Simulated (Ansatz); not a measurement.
This is a relaxation of cell and atoms with Ansatz on CdSe (F-43m) from a database of computed structures; the level of theory is PBEsol. The input holds the cell as the database lists it.

Input file:
```yaml
crystal:
  lattice:
    - [0.0, 3.0702711986, 3.0702711986]
    - [3.0702711986, 0.0, 3.0702711986]
    - [3.0702711986, 3.0702711986, 0.0]
  atoms:
    - { symbol: Cd, position: [0.0, 0.0, 0.0] }
    - { symbol: Se, position: [0.75, 0.75, 0.75] }
kpoints:
  mp_grid: { grid: [6, 6, 6] }
hamiltonian:
  xc: pbesol
scf:
  occupations: { method: fermi_dirac, width: 0.03 }
relax:
  f_tol: 0.01
  cell: {}
  max_steps: 120
output:
  write_density: true
  write_potential: true
  elf: true
  volumetric_format: npy
```

Command: `ansatz run input.yaml --threads 2 --pin off --max-ram 2211MiB --backend cpu --events-out ev --progress --plain --runs-dir out`.

**Question.** It took 3.9 s on 2 threads of Arm Neoverse V2 (shared host). What peak of host memory did it reach?

**Answer.** About 0.33 GiB.

**Question.** Predict the output.

**Answer.** What the program printed (shortened):
```
Pseudopotential: Cd, paw, valence charge 20, recommended cutoff 420 eV (normal)
Pseudopotential: Se, paw, valence charge 16, recommended cutoff 420 eV (normal)
Functional definition: PBEsol
Crystal: 2 atoms, lattice volume = 57.884 Å³
Basis set: ecut = 420 eV, 1139 PW (Γ)
Bands: 22, of which v1, the nominal top of the filled ones, is band 18 counted from 1 (17 counted from 0)
Symmetry: 24 space group operations
Space group: F-43m (ITA 216)
k-points: 16 of 216 (time reversal used)
SCF 1 converged in 6 iterations: F = -13609.397361 eV  dr2 = 9.62e-9
relax step 1: F+E_penalty+E_count = -13609.39736053 eV  P = -1.395 GPa  Ω = 57.884 Å³
SCF 2 converged in 5 iterations: F = -13609.404286 eV  dr2 = 3.51e-8
relax step 2: F+E_penalty+E_count = -13609.40428612 eV  P = +0.471 GPa  Ω = 55.753 Å³
SCF 3 converged in 4 iterations: F = -13609.404923 eV  dr2 = 2.84e-8
relax step 3: F+E_penalty+E_count = -13609.40492313 eV  P = -0.025 GPa  Ω = 56.276 Å³
SCF 4 converged in 6 iterations: F = -13609.404646 eV  dr2 = 1.43e-12
relax step 4: F+E_penalty+E_count = -13609.40464552 eV  P = -0.023 GPa  Ω = 56.276 Å³  (SCF on a basis re-selected at this cell)
SCF converged after 6 iterations
Free energy (F): -13609.404646 eV
Fermi energy:    7.597126 eV
--- Stress (GPa, compression-positive) ---
       -0.023386       0.000000       0.000000
        0.000000      -0.023386       0.000000
        0.000000       0.000000      -0.023386
  P = ⅓ Tr σ = -0.0234 GPa (-0.234 kbar)
--- Relaxed structure (3 steps of the walk, 3 accepted, 1 SCFs on fresh bases) ---
  F+E_penalty+E_count = -13609.40464552 eV
  cell:  # Å, volume = 56.2761 Å³
    - [0.000000, 3.041571, 3.041571]
    - [3.041571, 0.000000, 3.041571]
    - [3.041571, 3.041571, 0.000000]
  atoms:
    - { symbol: Cd, position: [0.000000, 0.000000, 0.000000] }
    - { symbol: Se, position: [0.750000, 0.750000, 0.750000] }
```
The trailing digits, and the zero of the energies, depend on the potentials and thresholds.

Planar averages along the third cell vector, from rho_z.tsv and v_z.tsv (valence density with its augmentation; electrostatic potential energy of an electron, of which only differences have a meaning):
```csv
z (Å),ρ (e/Å³),v_es (eV)
0.00,1.406,3.07
0.29,1.100,4.66
0.57,0.579,6.23
0.86,0.229,8.01
1.15,0.101,9.86
1.43,0.070,11.01
1.72,0.076,11.30
2.01,0.106,10.78
2.15,0.130,10.04
2.44,0.216,8.18
2.72,0.476,6.86
3.01,1.038,5.77
3.30,1.325,4.22
3.58,1.049,2.66
3.87,1.089,1.83
4.16,1.374,2.32
```

In 3 steps the volume changed by -2.8 %; between the first SCF and the last, each on a basis chosen for its cell, the energy fell by 3.6 meV an atom. Final cell: it is cubic, F-43m (No. 216); conventional cell a = 6.083 Å, 28.14 Å³ an atom. Around Cd lie 4 Se at 2.63 Å; around Se lie 4 Cd at 2.63 Å.

(Simulation; spin polarisation is off.)
